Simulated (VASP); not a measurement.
Input of a VASP 6.6.1 run:

INCAR

```
SYSTEM = Ti
  PREC = Accurate
  ENCUT = 600
  EDIFF = 1E-6
  ISMEAR = 1
  SIGMA = 0.1
  LREAL = .FALSE.
  LASPH = .TRUE.
  NELM = 80
  ALGO = Normal
  ISIF = 3
  LWAVE = .FALSE.
  LCHARG = .FALSE.
  GGA = PS
  IBRION = 2
  NSW = 90
  EDIFFG = -0.01
  KPAR = 2
```

KPOINTS

```
regular mesh
0
G
  15 15 8
  0 0 0
```

File POSCAR:

```
Ti
1.0
    2.9500000000      0.0000000000      0.0000000000
   -1.4750000000      2.5547749412      0.0000000000
    0.0000000000      0.0000000000      4.6800000000
Ti
2
Direct
    0.3333333333      0.6666666667      0.2500000000
    0.6666666667      0.3333333333      0.7500000000
```

Potentials or basis: VASP PAW PBE potentials, release 64 (Ti_sv).

Command:

```bash
$ cat potpaw_PBE.64/Ti_sv/POTCAR > POTCAR
$ mpirun -np 2 vasp_std > vasp.out
```

(1) Estimate the relaxed volume.

(2) Estimate the relaxed cell.

Results:

(1) 16.68 Å³/atom.

(2) a = 2.902 Å, b = 2.902 Å, c = 4.575 Å, α = 90.00°, β = 90.00°, γ = 120.00°.

Caveat: the PAW data sets were made with another functional, which shifts forces and pressure a little.
